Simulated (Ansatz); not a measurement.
# Ta2N (P-3m1) in Ansatz: notebook

Runs on Ta2N. Level: PBE. Tasks: band structure, single point, equation of state.

All numbers are computed with Ansatz 0.2.0; they aren't measurements. Logs are shortened: lines on timing, memory, paths and dates and some standing lists are left out, and cuts for length are marked.

## 1. Starting point

The structure is trigonal, space group P-3m1 (No. 164). Conventional cell: a = 3.113 Å, b = 3.113 Å, c = 4.870 Å, α = 90.00°, β = 90.00°, γ = 120.00°. Ta (site symmetry 3m) is surrounded by 3 N at 2.18 Å. N (site symmetry -3m) is surrounded by 6 Ta at 2.18 Å.

The cell comes from a database or a generator and needn't be the stable form of this composition.

## 2. Band structure, PBE

input.yaml reads:

```yaml
crystal:
  lattice:
    - [3.112861506, 0.0, 0.0]
    - [-1.556430753, 2.6958171426, 0.0]
    - [0.0, 0.0, 4.869841]
  atoms:
    - { symbol: Ta, position: [0.3333333333, 0.6666666667, 0.254711] }
    - { symbol: Ta, position: [0.6666666667, 0.3333333333, 0.745289] }
    - { symbol: "N", position: [0.0, 0.0, 0.0] }
hamiltonian:
  xc: pbe
  pseudopotentials: { kind: paw }
kpoints:
  mp_grid: { grid: [10, 10, 6] }
  band_path:
    path:
      - [[0.0, 0.0, 0.0], [0.5, 0.0, 0.0], [0.3333333333, 0.3333333333, 0.0], [0.0, 0.0, 0.0], [0.0, 0.0, 0.5], [0.5, 0.0, 0.5], [0.3333333333, 0.3333333333, 0.5], [0.0, 0.0, 0.5]]
      - [[0.5, 0.0, 0.5], [0.5, 0.0, 0.0]]
      - [[0.3333333333, 0.3333333333, 0.0], [0.3333333333, 0.3333333333, 0.5]]
    npoints: 14
scf:
  occupations: { method: fermi_dirac, width: 0.05 }
  n_extra_bands: 7
output:
  forces: true
  stress: true
  eigenvalues: true
  fatbands: false
```

Potentials or basis: Ansatz PAW.

Started as:

```
> ansatz run input.yaml --threads 2 --pin off --max-ram 5632MiB --backend cpu --events-out ev --progress --plain --runs-dir out
```

The program printed:

```text
Warning: RAYON_NUM_THREADS=2 ignored (pool sized by the plan → 2); use --threads N
scf.n_extra_bands = 7 over 16 filled bands (N_el = 31.0): the run solves 23 bands
Engine: ansatz 0.2.0, x86_64-unknown-linux-gnu
Pseudopotentials: kind: paw
Pseudopotential: Ta, paw, valence charge 13, recommended cutoff 420 eV (normal), Ta.paw.azcp
Pseudopotential: N, paw, valence charge 5, recommended cutoff 420 eV (normal), N.paw.azcp
Functional definition: PBE
  parameter kappa = 0.804
  parameter beta = 0.06672455060314922
  exchange = pbe_x(kappa = kappa, mu = beta*pi^2/3)
  correlation = pbe_c(beta = beta)
Crystal: 3 atoms, lattice volume = 40.866 Å³
Basis set: ecut = 420 eV, 797 PW (Γ), exchange–correlation on 48×48×72 points (8 copies of the dense FFT grid, shifted against one another)
Bands: 23, of which v1, the nominal top of the filled ones, is band 16 counted from 1 (15 counted from 0)
Symmetry: 12 space group operations
Space group: P-3m1 (ITA 164), of the structure as read, at distance tolerance 3.4e-5 Å
k-points: 72 of 600
Non-local potential: Ta, projectors of the file, l = 0: 3, l = 1: 2, l = 2: 2, l = 3: 1
Non-local potential: N, projectors of the file, l = 0: 2, l = 1: 2, l = 2: 1
PAW form: soft (Blöchl's): semilocal exchange-correlation on the pseudo side does not see the compensation charge
PAW one-centre angular grid: Ta, 590 points (default); XC on 64 Gauss nodes
PAW one-centre angular grid: N, 110 points (default); XC on 64 Gauss nodes
Initial density: superposition of atomic densities (neutral atoms: chi_scale 0, normalization atom), corrected by the library's trained network
Initial wavefunctions: pseudopotential atomic-orbital guess
Functional: x = pbe(κ = 0.804, μ = 0.2195149727645171), c = pbe(β = 0.06672455060314922)
SCF iter   1: F=—  HF=-20250.916092 eV  |F-HF|=—  |Δ(HF+E_count)|=         —  Δρ=5.18e-3  dr2=1.15e-2  ethr=1.77e-3  ⟨swp⟩=5.9  Hψ=7503  notcnv=0  defer=16
preconditioner: auto → Kerker (q_TF=auto, 2.605 Å⁻¹)  [metal: Δε(μ)=0.017 eV  Ē_g=9.518 eV  σ=0.050 eV  W_gap=0.08  n_scr=10 (ndim 8)  ℏωp=22.5 eV  f_vac=0.000  D(μ)=1.76/eV (n_scr^D=22)]
SCF iter   2: F=—  HF=-20250.914754 eV  |F-HF|=—  |Δ(HF+E_count)|=   1.34e-3  Δρ=3.26e-3  dr2=5.37e-3  ethr=3.72e-5  ⟨swp⟩=1.0  Hψ=2238  notcnv=0  defer=22
SCF iter   3: F=—  HF=-20250.913880 eV  |F-HF|=—  |Δ(HF+E_count)|=   8.73e-4  Δρ=4.78e-4  dr2=8.61e-5  ethr=1.73e-5  ⟨swp⟩=2.0  Hψ=1921  notcnv=0  defer=22
SCF iter   4: F=—  HF=-20250.913868 eV  |F-HF|=—  |Δ(HF+E_count)|=   1.21e-5  Δρ=1.08e-4  dr2=7.57e-6  ethr=2.78e-7  ⟨swp⟩=2.4  Hψ=2546  notcnv=0  defer=22
SCF iter   5: F=—  HF=-20250.913867 eV  |F-HF|=—  |Δ(HF+E_count)|=   1.39e-6  Δρ=3.72e-5  dr2=5.26e-7  ethr=2.44e-8  ⟨swp⟩=2.0  Hψ=1933  notcnv=0  defer=22
SCF iter   6: F=-20250.913867 eV  HF=-20250.913867 eV  |F-HF|=5.16e-9  |Δ(HF+E_count)|=   1.23e-8  Δρ=5.29e-6  dr2=1.33e-8  ethr=3.23e-10  ⟨swp⟩=8.5  Hψ=6935  notcnv=0
SCF 1 converged in 6 iterations: F = -20250.913867 eV  dr2 = 1.33e-8
NSCF: frozen V_eff on 129 k-points
SCF converged after 6 iterations
Free energy (F): -20250.913867 eV
Harris-Foulkes:  -20250.913867 eV  (|F-HF|=5.16e-9)
Internal energy: -20250.900251 eV  (E = F + TS)
E sigma→0 (E₀):  -20250.907059 eV
Entropy (-TS):   -0.013616 eV (-4.539 meV/atom)
Fermi energy:    19.593928 eV
--- Per-component energies (eV) ---
  E_band       = -180.377018
  E_kinetic    = 863.928915
  E_local      = -1249.514456  (includes V_loc(G=0)·N_el)
  E_nonlocal   = 73.448582
  E_hartree    = 431.445915
  E_xc         = -497.989793
  E_vxc        = -485.851626  (∫ρ·V_xc dr)
  E_paw        = -16920.525335  (= ΣΔE_a)
  E_vpaw       = -245.280026  (= ΣTr[D̂ρ^β])
  E_aug_tail   = 0.000404  (compensation charges beyond the density's cutoff)
  E_ewald      = -2951.694484
  E_smearing   = -0.013616  (= −TS)
  E_closure    = 0.000000  (closes the sum)
  Σ components = -20250.913867   (vs F -20250.913867, Δ=0.00e0)
--- Forces (eV/Å), atoms counted from 1 ---
  atom   1  Ta     0.00000000     0.00000000    -0.01785700
  atom   2  Ta     0.00000000    -0.00000000     0.01785700
  atom   3  N      0.00000000     0.00000000     0.00000000
  max |Σ_I F_I| component: 2.63e-31 eV/Å
--- Stress (GPa, compression-positive) ---
       -1.699123      -0.000000       0.000000
        0.000000      -1.699123      -0.000000
        0.000000      -0.000000      -0.403452
  P = ⅓ Tr σ = -1.2672 GPa (-12.672 kbar)
--- Band table (eV; the first three rows and the last of 72) ---
  k-point 0: bands = ["-49.0128", "-48.9360", "-16.0488", "-15.3318", "-15.3318", "-15.2070", "-15.2070", "-15.0904", "2.1812", "11.2112", "13.5580", "13.5580", "14.6215", "18.9457", "19.3672", "19.3672", "19.8592", "19.8769", "19.8769", "20.7487", "20.7487", "24.4867", "26.3130"]
  k-point 1: bands = ["-49.0077", "-48.9411", "-15.9892", "-15.3237", "-15.3237", "-15.2151", "-15.2151", "-15.1591", "2.2352", "11.0351", "13.5115", "13.5115", "14.9771", "18.4458", "19.0701", "19.0701", "20.1383", "20.1383", "20.3896", "21.2385", "21.2385", "23.5472", "25.6985"]
  k-point 2: bands = ["-48.9938", "-48.9551", "-15.8240", "-15.3425", "-15.3021", "-15.3021", "-15.2369", "-15.2369", "2.3456", "10.7249", "13.4239", "13.4239", "15.8313", "17.7119", "18.6467", "18.6467", "21.0184", "21.0184", "21.0436", "21.9349", "21.9349", "22.1402", "24.3293"]
  k-point 71: bands = ["-48.9356", "-48.9348", "-15.8746", "-15.8574", "-15.6870", "-15.6514", "-15.2591", "-15.2576", "3.0866", "11.8271", "12.1342", "13.2039", "17.1701", "17.5580", "17.6750", "19.8238", "19.9611", "21.2445", "23.2294", "23.8351", "24.8388", "25.0768", "26.8250"]
```

Run time: 2.5 s. Hardware: 2 threads of AMD EPYC 7R13 (Zen 3), shared host; peak memory 0.4 GiB.

What came out:

| Item | Value |
| --- | --- |
| Free energy | -20250.9139 eV |
| Pressure | -1.3 GPa |
| Largest force | 0.018 eV/Å |
| Band gap on the k mesh | none (metal or under the smearing width) |

Forces on the atoms (eV/Å):
```
Ta   0.000  0.000 -0.018
Ta   0.000  0.000  0.018
N    0.000  0.000  0.000
```

Levels at the corners of the path, in eV from the Fermi level:
```
point  band 12  band 13  band 14  band 15  band 16  band 17  band 18  band 19  band 20  band 21
    Γ    -6.04    -4.97    -0.65    -0.23    -0.23     0.27     0.28     0.28     1.15     1.15
    M    -6.35    -4.53    -2.62    -1.39     1.76     1.87     3.69     3.98     4.19     4.23
    K    -6.20    -3.35    -2.72    -2.72     1.27     1.27     2.94     3.44     3.44     3.73
    Γ    -6.04    -4.97    -0.65    -0.23    -0.23     0.27     0.28     0.28     1.15     1.15
    A    -6.21    -2.86    -2.66    -1.11    -1.11     1.76     1.89     2.29     2.29     2.63
    L    -6.09    -3.27    -2.17    -2.12    -0.28     0.72     3.27     3.50     3.99     4.40
    H    -6.37    -2.45    -1.92    -1.92     0.63     0.76     0.76     3.97     3.97     5.46
    A    -6.21    -2.86    -2.66    -1.11    -1.11     1.76     1.89     2.29     2.29     2.63
    L    -6.09    -3.27    -2.17    -2.12    -0.28     0.72     3.27     3.50     3.99     4.40
    M    -6.35    -4.53    -2.62    -1.39     1.76     1.87     3.69     3.98     4.19     4.23
    K    -6.20    -3.35    -2.72    -2.72     1.27     1.27     2.94     3.44     3.44     3.73
    H    -6.37    -2.45    -1.92    -1.92     0.63     0.76     0.76     3.97     3.97     5.46
```

Caveat: spin-orbit coupling is left out, which moves the levels of the heavy elements.

## 3. Single point, PBE, 12.80 Å³/atom (volume scaled by 0.94)

input.yaml reads:

```yaml
crystal:
  lattice:
    - [3.0493158896, 0.0, 0.0]
    - [-1.5246579448, 2.6407850245, 0.0]
    - [0.0, 0.0, 4.7704285953]
  atoms:
    - { symbol: Ta, position: [0.3333333333, 0.6666666667, 0.254711] }
    - { symbol: Ta, position: [0.6666666667, 0.3333333333, 0.745289] }
    - { symbol: "N", position: [0.0, 0.0, 0.0] }
hamiltonian:
  xc: pbe
  pseudopotentials: { kind: paw }
kpoints:
  mp_grid: { grid: [10, 10, 6] }
scf:
  occupations: { method: fermi_dirac, width: 0.05 }
output:
  forces: true
  stress: true
  eigenvalues: true
```

Potentials or basis: Ansatz PAW.

Started as:

```
> ansatz run input.yaml --threads 2 --pin off --max-ram 5632MiB --backend cpu --events-out ev --progress --plain --runs-dir out
```

Wall time 1.3 s (2 threads of AMD EPYC 7R13 (Zen 3), shared host); peak memory 0.39 GiB.

Results (log left out):

```
Free energy            : -20250.7918 eV
Pressure               : 18.3 GPa
Largest force          : 0.362 eV/Å
Band gap on the k mesh : none (metal or under the smearing width)
```

Caveat: the pressure holds a Pulay correction of +0.3 GPa for the finite cutoff.

## 4. Single point, PBE, 13.08 Å³/atom (volume scaled by 0.96)

input.yaml, as its differences from that of step 3:

```diff
@@ -2,5 +2,5 @@
   lattice:
-    - [3.0493158896, 0.0, 0.0]
-    - [-1.5246579448, 2.6407850245, 0.0]
-    - [0.0, 0.0, 4.7704285953]
+    - [3.0707906527, 0.0, 0.0]
+    - [-1.5353953264, 2.6593827149, 0.0]
+    - [0.0, 0.0, 4.8040242697]
   atoms:
@@ -20 +20,5 @@
   eigenvalues: true
+  write_density: true
+  write_potential: true
+  elf: true
+  volumetric_format: npy
```

Started as:

```
> ansatz run input.yaml --threads 2 --pin off --max-ram 5632MiB --backend cpu --events-out ev --progress --plain --runs-dir out
```

Wall time 2.1 s (2 threads of AMD EPYC 7R13 (Zen 3), shared host); peak memory 0.39 GiB.

It converged, with:

- Free energy: -20250.8662 eV
- Pressure: 11.0 GPa
- Largest force: 0.223 eV/Å
- Band gap on the k mesh: none (metal or under the smearing width)

## 5. Single point, PBE, 13.35 Å³/atom (volume scaled by 0.98)

input.yaml, as its differences from that of step 4:

```diff
@@ -2,5 +2,5 @@
   lattice:
-    - [3.0707906527, 0.0, 0.0]
-    - [-1.5353953264, 2.6593827149, 0.0]
-    - [0.0, 0.0, 4.8040242697]
+    - [3.0919691885, 0.0, 0.0]
+    - [-1.5459845943, 2.6777238649, 0.0]
+    - [0.0, 0.0, 4.8371565186]
   atoms:
@@ -20,5 +20 @@
   eigenvalues: true
-  write_density: true
-  write_potential: true
-  elf: true
-  volumetric_format: npy
```

Started as:

```
> ansatz run input.yaml --threads 2 --pin off --max-ram 5632MiB --backend cpu --events-out ev --progress --plain --runs-dir out
```

Wall time 1.6 s (2 threads of AMD EPYC 7R13 (Zen 3), shared host); peak memory 0.4 GiB.

It converged, with:

```
Free energy            : -20250.9057 eV
Pressure               : 4.6 GPa
Largest force          : 0.097 eV/Å
Band gap on the k mesh : none (metal or under the smearing width)
```

## 6. Single point, PBE, 13.62 Å³/atom

input.yaml, as its differences from that of step 5:

```diff
@@ -2,5 +2,5 @@
   lattice:
-    - [3.0919691885, 0.0, 0.0]
-    - [-1.5459845943, 2.6777238649, 0.0]
-    - [0.0, 0.0, 4.8371565186]
+    - [3.112861506, 0.0, 0.0]
+    - [-1.556430753, 2.6958171426, 0.0]
+    - [0.0, 0.0, 4.869841]
   atoms:
```

Potentials or basis: Ansatz PAW.

Started as:

```
> ansatz run input.yaml --threads 2 --pin off --max-ram 5632MiB --backend cpu --events-out ev --progress --plain --runs-dir out
```

Run time: 1.1 s. Hardware: 2 threads of AMD EPYC 7R13 (Zen 3), shared host; peak memory 0.4 GiB.

It converged, with:

| Quantity | Value |
| --- | --- |
| Free energy | -20250.9139 eV |
| Pressure | -1.3 GPa |
| Largest force | 0.018 eV/Å |
| Band gap on the k mesh | none (metal or under the smearing width) |

## 7. Single point, PBE, 13.89 Å³/atom (volume scaled by 1.02)

input.yaml, as its differences from that of step 6:

```diff
@@ -2,5 +2,5 @@
   lattice:
-    - [3.112861506, 0.0, 0.0]
-    - [-1.556430753, 2.6958171426, 0.0]
-    - [0.0, 0.0, 4.869841]
+    - [3.1334770837, 0.0, 0.0]
+    - [-1.5667385418, 2.7136707566, 0.0]
+    - [0.0, 0.0, 4.9020925425]
   atoms:
```

Started as:

```
> ansatz run input.yaml --threads 2 --pin off --max-ram 5632MiB --backend cpu --events-out ev --progress --plain --runs-dir out
```

It took 1.5 s on 2 threads of AMD EPYC 7R13 (Zen 3), shared host; peak memory 0.4 GiB.

Results (log left out):

```
Free energy            : -20250.8938 eV
Pressure               : -6.5 GPa
Largest force          : 0.123 eV/Å
Band gap on the k mesh : none (metal or under the smearing width)
```

## 8. Single point, PBE, 14.17 Å³/atom (volume scaled by 1.04)

input.yaml, as its differences from that of step 7:

```diff
@@ -2,5 +2,5 @@
   lattice:
-    - [3.1334770837, 0.0, 0.0]
-    - [-1.5667385418, 2.7136707566, 0.0]
-    - [0.0, 0.0, 4.9020925425]
+    - [3.1538249076, 0.0, 0.0]
+    - [-1.5769124538, 2.731292489, 0.0]
+    - [0.0, 0.0, 4.9339252043]
   atoms:
```

Started as:

```
> ansatz run input.yaml --threads 2 --pin off --max-ram 5632MiB --backend cpu --events-out ev --progress --plain --runs-dir out
```

It took 1.9 s on 2 threads of AMD EPYC 7R13 (Zen 3), shared host; peak memory 0.38 GiB.

It converged, with:

- Free energy: -20250.8485 eV
- Pressure: -11.2 GPa
- Largest force: 0.219 eV/Å
- Band gap on the k mesh: none (metal or under the smearing width)

## 9. Single point, PBE, 14.44 Å³/atom (volume scaled by 1.06)

input.yaml, as its differences from that of step 8:

```diff
@@ -2,5 +2,5 @@
   lattice:
-    - [3.1538249076, 0.0, 0.0]
-    - [-1.5769124538, 2.731292489, 0.0]
-    - [0.0, 0.0, 4.9339252043]
+    - [3.1739135059, 0.0, 0.0]
+    - [-1.586956753, 2.7486897255, 0.0]
+    - [0.0, 0.0, 4.9653523268]
   atoms:
```

Potentials or basis: Ansatz PAW.

Started as:

```
> ansatz run input.yaml --threads 2 --pin off --max-ram 5632MiB --backend cpu --events-out ev --progress --plain --runs-dir out
```

Wall time 1.6 s (2 threads of AMD EPYC 7R13 (Zen 3), shared host); peak memory 0.4 GiB.

It converged, with:

* Free energy: -20250.7804 eV
* Pressure: -15.4 GPa
* Largest force: 0.307 eV/Å
* Band gap on the k mesh: none (metal or under the smearing width)

## 10. Equation of state, PBE

Potentials or basis: Ansatz PAW.

No new run: the results of the series are fitted here.

What came out:

```yaml
Equilibrium_volume: 13.56 Å³/atom
Bulk_modulus_at_fixed_shape_and_positions: 281 GPa
Pressure_derivative_of_the_bulk_modulus: 4.3
```

Energy against volume, from the lowest point:
```tsv
volume (Å³/atom)	energy (meV/atom)
12.805	40.68
13.077	15.88
13.350	2.71
13.622	0.00
13.895	6.68
14.167	21.80
14.439	44.50
```

Caveat: the cell was scaled at fixed shape and fractional positions, which overstates the stiffness of a crystal with free parameters, most of all of layers and chains.
